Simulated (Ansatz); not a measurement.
**In under changes of volume**

One of the cells (26.419 Å³/atom); the others are scaled copies at fixed shape and fractional positions:

```
CELL_PARAMETERS angstrom
1.66964 0.96397 8.20746
-1.66964 0.96397 8.20746
0.00000 -1.92793 8.20746
ATOMIC_POSITIONS crystal
In 0.22199 0.22199 0.22199
In 0.77801 0.77801 0.77801
In 0.00000 0.00000 0.00000
```

This isn't the form of In at room conditions, which is tetragonal.

- Program: Ansatz 0.2.0
- Functional: LDA
- Potentials or basis: all-electron LAPW, scalar-relativistic
- Cutoff: 154 eV (chosen from the basis error)
- Basis error allowed: 0.002 eV/atom
- k mesh: 9 × 9 × 9
- Occupations: fermi-dirac, width 0.05 eV
- Spin: no spin polarisation

```csv
volume (Å³/atom),energy over the lowest point (meV/atom),pressure (GPa),largest force (eV/Å)
24.834,0.00,-0.2,0.013
25.363,?,?,?
25.891,7.26,-2.0,0.027
26.419,14.96,-2.7,0.033
26.948,24.93,-3.3,0.039
27.476,36.87,-3.9,0.044
28.005,50.56,-4.4,0.048
```

What does the run at 25.363 Å³/atom give?

Energy over the lowest point 2.20 meV/atom; pressure -1.1 GPa; largest force 0.020 eV/Å.

Worked out: A Birch-Murnaghan fit of order 3 (a polynomial in V^(-2/3)) to the other rows has its minimum at 24.75 Å³/atom, just outside them, with B0 = V·E''(V) = 49 GPa and B' = 5.2 at fixed shape and positions, which overstates the stiffness. It gives 2.15 meV/atom at 25.363 Å³/atom, against the run's 2.20, and -dE/dV = -1.1 GPa, against -1.1.

Energies are extrapolated to zero smearing.
